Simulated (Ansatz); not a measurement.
# GaP at -3 GPa: from Born charge to LO–TO splitting and polaron coupling

Level of theory: Ansatz, DFT PBE, scalar-relativistic, plane waves, PAW. Settings: 420 eV plane-wave cutoff, Γ-centred 8×8×8 mesh, fixed occupations. No spin polarisation. Phonons by linear response, acoustic sum rule imposed.

The cell, relaxed at -3 GPa:
```cif
data_structure
_symmetry_space_group_name_H-M 'F-43m'
_symmetry_Int_Tables_number 216
_cell_length_a 5.5855
_cell_length_b 5.5855
_cell_length_c 5.5855
_cell_angle_alpha 90.000
_cell_angle_beta 90.000
_cell_angle_gamma 90.000
_cell_volume 174.25
loop_
_atom_site_label
_atom_site_type_symbol
_atom_site_symmetry_multiplicity
_atom_site_Wyckoff_symbol
_atom_site_fract_x
_atom_site_fract_y
_atom_site_fract_z
_atom_site_occupancy
Ga1 Ga 4 a 0.00000 0.00000 0.00000 1
P1 P 4 c 0.25000 0.25000 0.25000 1
```

The run warned that the force constants aren't converged on this k mesh, so the frequencies and all that is formed from them are rough.

Linear response gives ν_TO = 326.9 cm⁻¹, Born charges ±2.268 e (positive on Ga) and ε∞ = 11.098. The primitive cell holds 43.563 Å³, and the masses are 69.723 and 30.974 amu.

Task: Find ν_LO and the static dielectric constant.

Result: The long-wave field adds a restoring force: ω_LO² − ω_TO² = Z*²e²/(ε_vac ε∞ μV). In these units ν_LO² − ν_TO² = 4.92064×10⁷ Z*²/(μ V ε∞) cm⁻², with μ = m₁m₂/(m₁ + m₂) = 21.446 amu: 24402 cm⁻². So ν_LO = √(326.9² + 24402) = 362.3 cm⁻¹, and the run gives 362.3. Lyddane–Sachs–Teller then gives ε0 = ε∞ (ν_LO/ν_TO)² = 13.63, against 13.63 in the run (it forms both from the same three quantities, so the match checks the arithmetic only). Between ν_TO and ν_LO the dielectric function is negative and an undamped crystal reflects fully: a reststrahlen band from 27.6 to 30.6 μm.

Task: What do the Clausius–Mossotti polarisability and the Szigeti charge come to?

Result: With the Lorentz local field, α = (3V/4π)(ε∞ − 1)/(ε∞ + 2) = 8.02 Å³ for the pair, and e_S = 3Z*/(ε∞ + 2) = 0.52 e. The Born charge includes the electrons' response to the dipole's own local field, and e_S takes that enhancement out. The Lorentz field assumes point-like polarisable ions, a poor picture once ε∞ is this large, since the electron clouds then overlap or are shared, so both numbers are formal here.

Task: How strongly does a slow electron couple to the LO mode?

Result: For one isotropic parabolic band, Fröhlich's constant is α_F = (1/ε∞ − 1/ε0) √(m* Ry/ħω_LO), with Ry = 13.606 eV, ħω_LO = 44.9 meV and m* in free-electron masses: α_F = 0.0168 × 17.40 × √m* = 0.29 √m*. The band mass isn't part of this run; for m* = 0.1, 0.3 and 1 it gives 0.09, 0.16, 0.29. In weak coupling the polaron lies α_F ħω_LO below the band edge (7 meV at m* = 0.3) with a mass m*(1 + α_F/6); past α_F of about 5 or 6 that expansion fails. A semilocal functional's ε∞ tends to be too large, which taken alone lowers α_F.

Cost: 1 run of about 0.88 core-minutes, on Intel Xeon Platinum 8375C (Ice Lake) (shared hosts).